# Squeezing a stack of boron nitride sheets

## The question

Layered boron nitride is a stack of flat sheets. Inside a sheet, strong bonds tie each boron to three nitrogens; between sheets there is only a weak attraction. The table follows a density functional calculation of this stack under rising pressure. How much closer do the sheets come at 50 and 90 GPa, and what happens to the band gap?

BN (4 atoms in the cell, space group P6_3/mmc), relaxed under hydrostatic pressure at zero temperature with its symmetry kept. Density functional theory with PBEsol in Ansatz 0.2.0, plane-wave PAW, scalar-relativistic, no spin polarisation, cutoff 420 eV, Gaussian smearing of 0.02 eV. Changes are relative to the cell relaxed at zero pressure (a = 2.504 Å, c = 7.073 Å).

```csv
applied pressure (GPa),k mesh,a change (%),c change (%),band gap (eV)
1,12×12×4,-0.08,-6.36,4.129
4,12×12×4,-0.31,-13.26,4.001
12,12×12×4,-0.80,-21.02,3.863
25,12×12×4,-1.44,-27.33,3.714
50,12×12×6,?,?,?
90,12×12×6,?,?,?
```

The *a change* is that of the repeat length within a sheet, and the *c change* that of the repeat length along the stack, which spans two sheet spacings. Both are relative to the cell at zero pressure. The *band gap* is the energy between the highest filled and the lowest empty state.

## Where the squeeze goes

Pressure pushes equally from all sides, but the crystal does not yield equally. At 25 GPa the stack has lost 27 % of its height, while the sheets have shrunk sideways by only 1.4 %. Shortening a sheet means compressing strong bonds; bringing two sheets together first means closing nearly empty space. Cubic boron nitride, bonded strongly in all three directions, has no such soft direction and would lose far less volume.

The first GPa needs caution. The functional lacks the long-range dispersion attraction that helps to hold real sheets together, so the calculation starts with a stack that is too tall. Its repeat length exceeds the measured one, roughly 6.7 Å, by about 0.4 Å, and the first GPa removes about as much. A dispersion-corrected series would start from a shorter stack and lose less height in this step.

## Why the stack stiffens

Once the sheets are pressed together, their filled electron shells overlap and repel. The electron density of a sheet fades roughly exponentially outwards, so the repulsion should grow roughly exponentially as the spacing $d$ shrinks. For the pressure $p$ this means

$$p \propto e^{-kd}, \qquad d_1-d_2=\frac{1}{k}\ln\frac{p_2}{p_1},$$

where $k$ says how fast the repulsion fades with distance. Each doubling of the pressure then removes the same length, however high the pressure already is. The rule should fail near zero pressure, where repulsion and weak attraction nearly balance.

The gap should follow the spacing. Electrons in the π orbitals, which stick out of the sheets, can pass more easily between sheets that are closer. That broadens the π bands, and broader bands leave a smaller gap as long as their centres don't move apart. In the known rows the gap does fall at every step; the cause is argued from theory, since the table has no separate measure of the overlap.

## One forecast worked in full

The simplest forecast continues the last known step. From 12 to 25 GPa the pressure grows by a factor of 25/12, and the stack loses another 6.31 % of its original height. Going on to 50 GPa is a factor of 2, almost the same ratio, so almost the same loss should follow:

$$6.31\,\%\times\frac{\ln 2}{\ln(25/12)}\approx 6.0\,\%.$$

Added to the 27.3 % already lost, this gives a c change of −33.3 %. The gap fell by 0.149 eV in the same known step, so it should lose about 0.14 eV more and reach 3.57 eV. For 90 GPa the same sum is done with a pressure ratio of 90/25.

| applied pressure | c change | band gap |
|---|---|---|
| 50 GPa | −33.3 ± 1.5 % | 3.57 ± 0.10 eV |
| 90 GPa | −38.3 ± 3 % | 3.45 ± 0.20 eV |

In words, the stack should keep shrinking, but ever more slowly per GPa, and the gap should keep falling without closing. No forecast is made for the repeat length within a sheet.

The ranges are judgements, not statistics. The rule passes through the 12 and 25 GPa rows by construction, so they don't test it; carried back to 4 GPa, it misses the c change by 1.7 percentage points. At closer range, attraction between boron and nitrogen of neighbouring sheets could soften the stack, and other states could take over as the edges of the gap.

## The computed values

The withheld rows as computed:

```csv
applied pressure (GPa),k mesh,a change (%),c change (%),band gap (eV)
50,12×12×6,-2.37,-33.90,3.505
90,12×12×6,-3.46,-39.73,3.231
```

Three of the four forecasts lie within their ranges. The gap at 90 GPa does not: it is 3.23 eV, which is 0.22 eV below the forecast. All four misses point the same way, towards a shorter stack and a smaller gap. The forecasts in words hold: the stack loses less height per GPa in each further step, and the gap shrinks but stays open.

## Why the spacing came out well

The forecast height is off by 0.6 percentage points at 50 GPa and 1.4 at 90 GPa. The idea of equal losses for equal pressure ratios therefore holds fairly well, though the stack is somewhat softer than the rule. The known rows already hinted at this: the length lost for a given pressure ratio was still growing, while the forecast held it fixed. It went on growing, but by less at each step, as it should if the influence of the weakly bound start is fading.

A rival model fitted one exponential repulsion with an offset to all four known rows, and took the gap as linear in the resulting c change. It missed both withheld rows by more, in height and in gap, as the printed analysis below shows. Its fit had to serve the overexpanded start as well as the compressed stack.

## Why the gap fell further

Did the gap go wrong because the spacing did? That can be tested by putting the computed spacing at 90 GPa into the old relation between gap and spacing. The result is 3.42 eV, still 0.19 eV too high. Most of the miss thus comes from the relation itself: between 50 and 90 GPa each ångström of approach costs twice as much gap as it did between 12 and 25 GPa.

A steeper fall fits the picture of overlap. If the band broadening follows the overlap, which grows faster and faster as sheets approach, a straight line drawn at 25 GPa must underestimate it later. Yet this can't be the whole story, because the slope hardly changed between the first two known steps, from 1 to 4 and from 4 to 12 GPa, and rose only in the third. 
The states at the edge of the gap change as well. Each electron state has a wave vector, which says how its phase changes from cell to cell. In the raw output of the runs, the wave vector of the highest filled state changes in every step except the one from 12 to 25 GPa. A new state becomes the edge only by rising above the old one, so each change leaves a smaller gap than the old pair of states would have. But the edge also changed in the first two steps, where the slope stayed nearly the same, and not in the third, where it rose. Such changes alone therefore don't explain the steeper fall. Nor does the output say whether the new edge still belongs to a π band, so part of the cause remains open.

Sampling may play a part too. The two withheld rows use a denser mesh of electron states along the stack, which may shift their gaps a little against the known rows. Even between 50 and 90 GPa, where the mesh is the same, the gap read directly on that mesh falls by 0.21 eV, against 0.27 eV in the table. The steepening is therefore more certain than the factor of two.

## What the numbers are good for

The stack remains an insulator in every row, but its true gap is expected to be larger than the table says, because functionals of this kind give gaps that are too small. A mesh of sampled electron states that misses the true band edges errs the other way. The PAW datasets that stand in for the atomic cores were made for a related functional, PBE, and not for PBEsol; these runs don't show how much that matters. The 90 GPa row needs the most care, because its cell has lost 44 % of its volume. The run itself gave no warning, but the makers of the data advise caution so far from the equilibrium volume, based on their tests on other systems.

In a real press the material may not stay layered at all. Dense boron nitride, with four bonds to each atom, is favoured at high pressure, while the symmetry kept in this calculation forces the sheets to stay flat. The high-pressure rows describe how the layered form would respond if it survived.

The analysis program printed:

```
layer spacing at zero pressure, Å: 3.537
excess of the computed zero-pressure c over a rough measured 6.7, Å: 0.373
c lost in the first GPa, Å: 0.4498
c change over a change at 25 GPa, ratio: 18.98
gap change from 1 to 25 GPa, eV: -0.415
c change in the step from 12 to 25 GPa, percentage points: -6.31
gap change in the step from 12 to 25 GPa, eV: -0.149
half-width of the c forecast at 50 GPa, percentage points: 1.5
half-width of the c forecast at 90 GPa, percentage points: 3
half-width of the gap forecast at 50 GPa, eV: 0.1
half-width of the gap forecast at 90 GPa, eV: 0.2
last step continued in ln p (miss is forecast less computed):
  row  c forecast %  c computed %  c miss  gap forecast eV  gap computed eV  gap miss
    1         0.343         -6.36   6.703            4.367            4.129    0.2385
    4        -11.58        -13.26   1.685            4.086            4.001   0.08502
   12        -21.02        -21.02       0            3.863            3.863         0
   25        -27.33        -27.33       0            3.714            3.714         0
   50        -33.29         -33.9   0.611            3.573            3.505   0.06829
   90        -38.34        -39.73   1.388            3.454            3.231     0.223
spacing and gap:
  row  layer spacing Å  in-plane B-N Å  spacing lost per e-fold of pressure Å  gap slope eV per Å  gap from computed spacing eV
    1            3.312           1.445                                    n/a                 n/a                         4.209
    4            3.068           1.441                                  0.176              0.5246                         4.046
   12            2.793           1.434                                 0.2498              0.5029                         3.863
   25             2.57           1.425                                  0.304              0.6677                         3.714
   50            2.338           1.411                                 0.3352              0.8995                         3.559
   90            2.131           1.396                                 0.3508               1.329                         3.421
fit of c_change on 4 rows: coefficient of log(1 + applied_pressure/s) -8.147 +/- 0.11, s 0.94; rms 0.348, worst 1 0.457, leave-one-out rms 0.786
  rows outside the fit (model, value, miss): 50 -32.53, -33.9, 1.37; 90 -37.25, -39.73, 2.48
fit of band_gap on 4 rows: constant 4.254 +/- 0.026, coefficient of cfull 0.01928 +/- 0.0014; rms 0.0156, worst 12 -0.0213, leave-one-out rms 0.037
  rows outside the fit (model, value, miss): 50 3.626, 3.505, 0.121; 90 3.535, 3.231, 0.304
```
